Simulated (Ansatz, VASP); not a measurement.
GaSb in VASP and in Ansatz

```
CELL_PARAMETERS angstrom
3.58182 0.00000 0.00000
0.00000 3.58182 0.00000
0.00000 0.00000 3.58182
ATOMIC_POSITIONS crystal
Ga 0.00000 0.00000 0.00000
Sb 0.50000 0.50000 0.50000
```

The cell was built by a generator and needn't be a form met in nature.

Alike in both runs: task single point; functional r2SCAN; k mesh 6 × 6 × 6; occupations fermi-dirac, width 0.02 eV; no spin polarisation.

|  | VASP | Ansatz |
| --- | --- | --- |
| version | VASP 6.6.1 | Ansatz 0.2.0 |
| potentials or method | VASP PAW PBE potentials, release 64 (Ga_d, Sb) | plane waves, PAW |
| plane-wave cutoff (eV) | 520 | 500 |
| valence electrons in the cell | 18 | 28 |

Ansatz gave:

* pressure (GPa): 0.0

Q: Estimate VASP's values.

A: Pressure (GPa): -0.1.

With one functional, cell and mesh, what is left measures potentials, basis and numerics. The two sets of potentials don't hold the same shells in valence.

Caveats: the PAW data sets were made with another functional, which shifts forces and pressure a little (VASP). The runs have no spin-orbit coupling, so splittings on Sb are missing.
